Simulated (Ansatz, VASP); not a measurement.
# One calculation of Sb, two programs

```
CELL_PARAMETERS angstrom
3.08334 0.00000 0.00000
0.00000 3.08334 0.00000
0.00000 0.00000 3.08334
ATOMIC_POSITIONS crystal
Sb 0.00000 0.00000 0.00000
```

This isn't the form of Sb at room conditions, which is rhombohedral.

Alike in both runs: task single point; functional PBEsol; k mesh 21 × 21 × 21; occupations fermi-dirac, width 0.15 eV; no spin polarisation.

```csv
,VASP,Ansatz
version,VASP 6.6.1,Ansatz 0.2.0
potentials or method,"VASP PAW PBE potentials, release 64 (Sb), cutoff 520 eV","all-electron LAPW, scalar-relativistic"
```

```csv
,VASP,Ansatz,Ansatz less VASP
gap on the k mesh at the Fermi level (eV),none,none,-
pressure (GPa),-1.2,-1.2,-0.09
```

A gap of «none» marks a metal or a gap that the smearing closes. Ansatz ran all-electron here, so the differences hold the error of VASP's frozen core and of both bases.

Caveats: the PAW data sets were made with another functional, which shifts forces and pressure a little (VASP). Spin-orbit coupling is left out, which matters for the levels of Sb.
